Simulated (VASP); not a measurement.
# Rh: relaxation of cell and atoms with PBEsol

The system is Rh.

```
CELL_PARAMETERS angstrom
4.26738 0.00000 0.00000
-2.13369 3.69566 0.00000
0.00000 0.00000 2.61590
ATOMIC_POSITIONS crystal
Rh 0.00000 0.00000 0.00000
Rh 0.33333 0.66667 0.50000
Rh 0.66667 0.33333 0.50000
```

The cell was built by a generator and needn't be a form met in nature.

| Quantity | Value |
| --- | --- |
| Program | VASP 6.6.1 |
| Task | relaxation of cell and atoms |
| Functional | PBEsol |
| Potentials or basis | VASP PAW PBE potentials, release 64 (Rh_pv) |
| Cutoff | 600 eV |
| k mesh | 9 × 9 × 12 |
| Occupations | fermi-dirac, width 0.1 eV |
| Spin | no spin polarisation |
| Dipole correction | no |
| Further INCAR settings | ALGO = Fast; EDIFF = 1e-06; IBRION = 2; EDIFFG = -0.01; NSW = 80; ISIF = 3 |

* Relaxed volume: 13.89 Å³/atom
* Relaxed cell: a = 4.282 Å, b = 4.282 Å, c = 2.624 Å, α = 90.00°, β = 90.00°, γ = 120.00°
* Space group after relaxing (to 0.05 Å): P6/mmm (No. 191)
* Energy gained by relaxing: 1.1 meV/atom
* Ionic steps: 3
* Pressure after relaxing: 0.0 GPa
* Band gap on the k mesh: none (metal or under the smearing width)

Stress tensor (GPa, compression positive):
```
-0.03  0.00  0.00
 0.00 -0.03  0.00
 0.00  0.00  0.08
```

Step by step:
```csv
step,energy change (eV),largest force (eV/Å),pressure (GPa),volume (Å³)
1,0.0000,0.0000,2.68,41.25
2,0.0157,0.0000,-6.08,42.65
3,-0.0034,0.0000,0.01,41.66
```

Final structure:
```xyz
3
Lattice="4.2816 0.0000 0.0000 -2.1408 3.7079 0.0000 0.0000 0.0000 2.6243" Properties=species:S:1:pos:R:3 pbc="T T T"
Rh    0.0000    0.0000    0.0000
Rh    0.0000    2.4720    1.3121
Rh    2.1408    1.2360    1.3121
```

Levels at points of the mesh, in eV from the Fermi level:
| k point | band 20 | band 21 | band 22 | band 23 | band 24 | band 25 | band 26 | band 27 |
| --- | --- | --- | --- | --- | --- | --- | --- | --- |
| (0.00, 0.00, 0.00) | -1.67 | -1.67 | -1.60 | -1.60 | 0.80 | 0.80 | 8.49 | 8.49 |
| (0.00, 0.00, 0.50) | -0.05 | -0.05 | 0.37 | 0.37 | 1.57 | 2.83 | 3.67 | 9.68 |

Run time: 5.4 min on 1 thread of Intel(R) Xeon(R) Platinum 8175M CPU @ 2.50GHz (Skylake/Cascade Lake), with other jobs on the host, peak memory 0.24 GiB.

Caveat: the PAW data sets were made with another functional, which shifts forces and pressure a little.
